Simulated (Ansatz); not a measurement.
# SiC under changes of volume

One of the cells (10.313 Å³/atom); the others are scaled copies at fixed shape and fractional positions:

```
CELL_PARAMETERS angstrom
3.07569 0.00000 0.00000
-1.53785 2.66363 0.00000
0.00000 0.00000 10.07065
ATOMIC_POSITIONS crystal
Si 0.00000 0.00000 0.18789
Si 0.00000 0.00000 0.68789
Si 0.33333 0.66667 0.43784
Si 0.66667 0.33333 0.93784
C 0.00000 0.00000 0.00046
C 0.00000 0.00000 0.50046
C 0.33333 0.66667 0.24980
C 0.66667 0.33333 0.74980
```

The cell is a database's computed one.

* Program: Ansatz 0.2.0
* Functional: m-r2SCAN
* Potentials or basis: Ansatz PAW
* Cutoff: 500 eV (not typed: the program's choice for these potentials)
* k mesh: 10 × 10 × 3
* Occupations: fermi-dirac, width 0.05 eV
* Spin: no spin polarisation

| volume (Å³/atom) | energy over the lowest point (meV/atom) | pressure (GPa) | gap on the mesh (eV) | largest force (eV/Å) |
| --- | --- | --- | --- | --- |
| 9.694 | 30.97 | 16.4 | 2.62 | 0.026 |
| 9.900 | ? | ? | ? | ? |
| 10.107 | 3.59 | 5.2 | 2.61 | 0.010 |
| 10.313 | 0.00 | 0.4 | 2.60 | 0.002 |
| 10.519 | 2.32 | -4.0 | 2.59 | 0.004 |
| 10.726 | 10.01 | -7.9 | 2.58 | 0.010 |
| 10.932 | 22.55 | -11.5 | 2.57 | 0.016 |

**Question.** What does the run at 9.900 Å³/atom give?

**Answer.** Energy over the lowest point 13.68 meV/atom; pressure 10.5 GPa; gap on the mesh 2.62 eV; largest force 0.017 eV/Å.

Worked out: A Birch-Murnaghan fit of order 3 (a polynomial in V^(-2/3)) to the other rows has its minimum at 10.33 Å³/atom with B0 = V·E''(V) = 227 GPa and B' = 3.8 at fixed shape and positions, which overstates the stiffness. It gives 13.72 meV/atom at 9.900 Å³/atom, against the run's 13.68, and -dE/dV = 10.5 GPa, against 10.5. A straight line through the other rows of the gap, of slope -0.427 eV per unit of ln V, gives 2.61 eV, against the run's 2.62.

Energies are extrapolated to zero smearing.

Caveats: odd divisions of the mesh miss points on the zone boundary, where band edges often lie, so the gap on the mesh can be too wide; the PAW data sets come from PBE, with cores solved anew for the run's functional, which leaves a small shift of forces and pressure.

A mesh can miss the band edges.
